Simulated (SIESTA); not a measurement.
ZrB2:

```
Zr B
1.0
     3.17000    0.00000    0.00000
    -1.58500    2.74530    0.00000
     0.00000    0.00000    3.53300
Zr B
1 2
Cartesian
  0.0000 0.0000 0.0000
  1.5850 0.9151 1.7665
  0.0000 1.8302 1.7665
```

Base run:

* Program: SIESTA 5.4.2
* Functional: PBEsol
* Potentials or basis: PseudoDojo 0.4 standard (PBEsol files)
* Basis: DZP (energy shift 0.003 Ry; two zetas on semicore shells)
* Grid cutoff: 800 Ry
* Energy shift: 0.003 Ry
* k mesh: 10 × 10 × 8
* Occupations: fermi-dirac, width 0.05 eV
* Spin: no spin polarisation

Its results: band gap on the k mesh none (metal or under the smearing width); pressure -2.8 GPa.

**Question.** The run is repeated on the same cell with these changes: functional from PBEsol to vdW-DF-cx; potentials or basis from PseudoDojo 0.4 standard (PBEsol files) to PseudoDojo 0.4 standard (PBE files). What comes out?

**Answer.** Band gap on the k mesh none (metal or under the smearing width); pressure -1.3 GPa.

Caveats: the basis of atomic orbitals isn't converged, which shifts pressures, moduli and gaps; the potentials were made for another functional, which shifts forces and pressure (some runs).

Not every run made on this cell is shown here.
